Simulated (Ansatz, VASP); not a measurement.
P in VASP and in Ansatz

```
P
1.0
     4.47822    0.00000    0.00000
    -2.23911    3.87825    0.00000
     0.00000    0.00000    2.52296
P
3
Direct
  0.00000 0.00000 0.00000
  0.33333 0.66667 0.50000
  0.66667 0.33333 0.50000
```

The cell was built by a generator and needn't be a form met in nature.

Alike in both runs: functional RPBE; k mesh 8 × 8 × 12; occupations fermi-dirac, width 0.1 eV; no spin polarisation.

Ansatz relaxed the structure, and its values are those at the end. VASP's run is a single point on that final structure, the one shown.

|  | VASP | Ansatz |
| --- | --- | --- |
| version | VASP 6.6.1 | Ansatz 0.2.0 |
| potentials or method | VASP PAW PBE potentials, release 64 (P) | plane waves (420 eV) with PAW, scalar-relativistic |
| plane-wave cutoff (eV) | 520 | 420 |
| valence electrons in the cell | 15 | 15 |

```csv
,VASP,Ansatz,Ansatz less VASP
pressure (GPa),-0.5,0.0,+0.54
```

Caveats: the PAW data sets were made with another functional, which shifts forces and pressure a little (VASP).
